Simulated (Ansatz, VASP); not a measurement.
## TlBr in VASP and in Ansatz

```
CELL_PARAMETERS angstrom
3.98000 0.00000 0.00000
0.00000 3.98000 0.00000
0.00000 0.00000 3.98000
ATOMIC_POSITIONS crystal
Tl 0.00000 0.00000 0.00000
Br 0.50000 0.50000 0.50000
```

Alike in both runs: task single point; functional PBE; dispersion D3(BJ); k mesh 8 × 8 × 8; occupations gaussian, width 0.02 eV; no spin polarisation.

|  | VASP | Ansatz |
| --- | --- | --- |
| version | VASP 6.6.1 | Ansatz 0.2.0 |
| potentials or method | VASP PAW PBE potentials, release 64 (Tl_d, Br) | scalar-relativistic, plane waves, PAW |
| plane-wave cutoff (eV) | 520 | 420 |
| valence electrons in the cell | 20 | 20 |

VASP gave:

* gap on the k mesh at the Fermi level (eV): 1.86
* least direct gap on the mesh (eV): 1.86
* pressure (GPa): 0.0
* dispersion energy (meV/atom): -274.0

Estimate Ansatz's values.

gap on the k mesh at the Fermi level (eV): 1.86; least direct gap on the mesh (eV): 1.86; pressure (GPa): 0.0; dispersion energy (meV/atom): -274.1.

Caveats: spin-orbit coupling is left out, which as a rule narrows the gap of such compounds by several tenths of an eV. A k mesh can miss the band edges.
